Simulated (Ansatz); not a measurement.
# SnSe: stress in a strained cell

SnSe is deformed so: equal xx and yy strain of -1 %. What stress and forces result, by LAPW, PAW and all-electron datasets made for the crystal?

Program: Ansatz 0.2.0. Level of theory: DFT PBEsol, scalar-relativistic. These are calculated values, not measurements.

## 1. The starting structure

The structure is cubic, space group Fm-3m (No. 225). The conventional cell has a = 6.020 Å, b = 6.020 Å, c = 6.020 Å, α = 90.00°, β = 90.00°, γ = 90.00°. Around Sn (site symmetry m-3m) lie 6 Se at 3.01 Å. Around Se (site symmetry m-3m) lie 6 Sn at 3.01 Å.

Coordinates:

```
CELL_PARAMETERS angstrom
0.00000 3.01000 3.01000
3.01000 0.00000 3.01000
3.01000 3.01000 0.00000
ATOMIC_POSITIONS crystal
Sn 0.00000 0.00000 0.00000
Se 0.50000 0.50000 0.50000
```

Atoms are numbered in the order of the input: Sn1, Se2.

## 2. The deformed structure

Space group Fm-3m before, I4/mmm after.

## 3. Full-potential LAPW

Contents of input.yaml:

```yaml
crystal:
  lattice:
    - [0.0, 2.9799, 3.01]
    - [2.9799, 0.0, 3.01]
    - [2.9799, 2.9799, 0.0]
  atoms:
    - { symbol: Sn, position: [0.0, 0.0, 0.0] }
    - { symbol: Se, position: [0.5, 0.5, 0.5] }
kpoints:
  mp_grid: { grid: [7, 7, 7] }
  band_path:
    path:
      - [0.0, 0.0, 0.0]
      - [0.0, 0.5, 0.5]
      - [0.25, 0.75, 0.5]
      - [0.0, 0.5, 0.0]
      - [0.0, 0.0, 0.0]
      - [0.5, 0.5, 0.0]
      - [0.3725125, 0.6274875, 0.0]
      - [-0.3725125, 0.3725125, 0.0]
      - [0.0, 0.0, 0.0]
    npoints: 5
scf:
  occupations: { method: fermi_dirac, width: 0.01 }
hamiltonian:
  xc: pbesol
  pseudopotentials: { kind: all_electron, lapw: { basis_error: 0.0005 } }
output:
  forces: true
  stress: true
  eigenvalues: true
```

The run is started by

```bash
> ansatz run input.yaml --threads 1 --pin off --max-ram 3072MiB --backend cpu --events-out ev --progress --plain --runs-dir out
```

## 4. PAW on the default files

Contents of input.yaml:

```yaml
crystal:
  lattice:
    - [0.0, 2.9799, 3.01]
    - [2.9799, 0.0, 3.01]
    - [2.9799, 2.9799, 0.0]
  atoms:
    - { symbol: Sn, position: [0.0, 0.0, 0.0] }
    - { symbol: Se, position: [0.5, 0.5, 0.5] }
kpoints:
  mp_grid: { grid: [7, 7, 7] }
scf:
  occupations: { method: fermi_dirac, width: 0.01 }
hamiltonian:
  xc: pbesol
  pseudopotentials: { kind: paw }
output:
  forces: true
  stress: true
  eigenvalues: true
  efg: { contact_densities: true }
  write_density: true
  write_potential: true
  elf: true
  volumetric_format: npy
```

## 5. Datasets made for this crystal

input.yaml, as its differences from that of step 4:

```diff
@@ -14,3 +14,3 @@
   xc: pbesol
-  pseudopotentials: { kind: paw }
+  pseudopotentials: { kind: all_electron, datasets: crystal }
 output:
@@ -20,5 +20 @@
   efg: { contact_densities: true }
-  write_density: true
-  write_potential: true
-  elf: true
-  volumetric_format: npy
```

(Steps that only read results are left out.)

Before running it: what results should come out? Wanted: pressure; largest shear or deviatoric stress.

**Answer**, as computed:

| quantity | value |
| --- | --- |
| pressure | LAPW -0.88, PAW -0.88, crystal datasets -0.88 GPa |
| largest shear or deviatoric stress (LAPW) | 0.82 GPa |

What this shows: The largest part of the stress beyond the pressure is 0.82 GPa in size, in the zz component; the atoms are carried along and not relaxed. No run of the undeformed cell stands beside it, so the pressure holds what the given cell had before the change. PAW: stress within 0.01 GPa of LAPW. Crystal datasets: stress within 0.01 GPa of LAPW.
